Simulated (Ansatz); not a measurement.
**CuSbS2, a database entry at a rescaled volume**

```
Cu Sb S
1.0
     6.10366    0.00000    0.00000
     0.00000    3.84983    0.00000
     0.00000    0.00000   14.70132
Cu Sb S
4 4 8
Direct
  0.74780 0.75000 0.17240
  0.75220 0.25000 0.67240
  0.24780 0.75000 0.32760
  0.25220 0.25000 0.82760
  0.22600 0.25000 0.06333
  0.27400 0.75000 0.56333
  0.72600 0.25000 0.43667
  0.77400 0.75000 0.93667
  0.62210 0.25000 0.09500
  0.87790 0.75000 0.59500
  0.12210 0.25000 0.40500
  0.37790 0.75000 0.90500
  0.12940 0.75000 0.17560
  0.37060 0.25000 0.67560
  0.62940 0.75000 0.32440
  0.87060 0.25000 0.82440
```

Level: PBEsol, no spin polarisation; 420 eV; 6×9×3 Γ-centred mesh; fermi-dirac occupations (width 0.1149 eV); Ansatz 0.2.0, fixed geometry.

Problem. How is the charge shared?

Solution. Bader charges in e: Cu +0.49, Sb +1.07, S -0.81 to -0.75. In the mean Sb gives up most and S takes most.

Problem. What is the band gap?

Solution. The gap on the k mesh is 0.71 eV; the mesh may miss the band edges, so the true gap of this level can be smaller.

Problem. What is the character of the valence top and the conduction bottom?

Solution. Within 0.7 eV of the edges, the states project mainly on Cu d (47 %) and S p (43 %) below the gap and on Sb p (47 %) and S p (28 %) above it.

Problem. What is the formation energy?

Solution. -0.26 eV an atom against the elements' usual phases (free molecules for gases, crystals otherwise, with no correction for O₂ or N₂), so it is bound against them; other compounds may still compete. Relaxing would lower it.

Problem. What does the stress say?

Solution. The pressure is -4.3 GPa (compression positive), so with the atoms held at these fractions the cell would first shrink. The principal stresses -4.7, -4.4, -3.6 GPa differ, so its shape would change too.

Origin: a database entry at a rescaled volume. Caveats: an odd or shifted mesh can miss the band edges, so this level's true gap may be smaller; no spin-orbit coupling, which can shift this gap by tenths of an eV.

It took 2.8 min on 1 thread of Intel(R) Xeon(R) 6975P-C (Granite Rapids), on a shared host, peak memory 1.3 GiB, starting from a saved density. The time holds forces, stress, Bader, DOS, ELF.
